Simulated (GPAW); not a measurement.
A run of GPAW 26.7.0 is set up as follows.

run.py

```python
from ase import Atoms
from ase.dft.bandgap import bandgap
from ase.io import write
from gpaw import GPAW, PW

atoms = Atoms(['S', 'Be'],
              cell=[[0.0, 2.425, 2.425],
                    [2.425, 0.0, 2.425],
                    [2.425, 2.425, 0.0]],
              scaled_positions=[[0.75, 0.75, 0.75],
                                [0.0, 0.0, 0.0]],
              pbc=True)

calc = GPAW(mode=PW(800),
            xc='TB09',
            kpts={'size': (10, 10, 10), 'gamma': True},
            occupations={'name': 'fermi-dirac', 'width': 0.05},
            nbands=11,
            convergence={'density': 1e-05, 'energy': 1e-05},
            eigensolver='cg',
            maxiter=150,
            txt='gpaw.txt')
atoms.calc = calc
energy = atoms.get_potential_energy()
calc.write('gs.gpw')
write('result.traj', atoms)
print('Fermi level:', round(calc.get_fermi_level(), 4), 'eV')
print(f'Gap: {bandgap(calc)[0]:.4f} eV, direct: {bandgap(calc, direct=True)[0]:.4f} eV')
```

Potentials or basis: GPAW PAW data sets for LDA (gpaw-data 1.2.1), pw.

Launch:

```console
$ OMP_NUM_THREADS=1 python run.py
```

Question: What does it give for the band gap on the k mesh?

Answer: 4.15 eV, indirect (least direct gap 6.53 eV).

Caveat: a model potential gives levels but no total energy. A k mesh can miss the band edges.
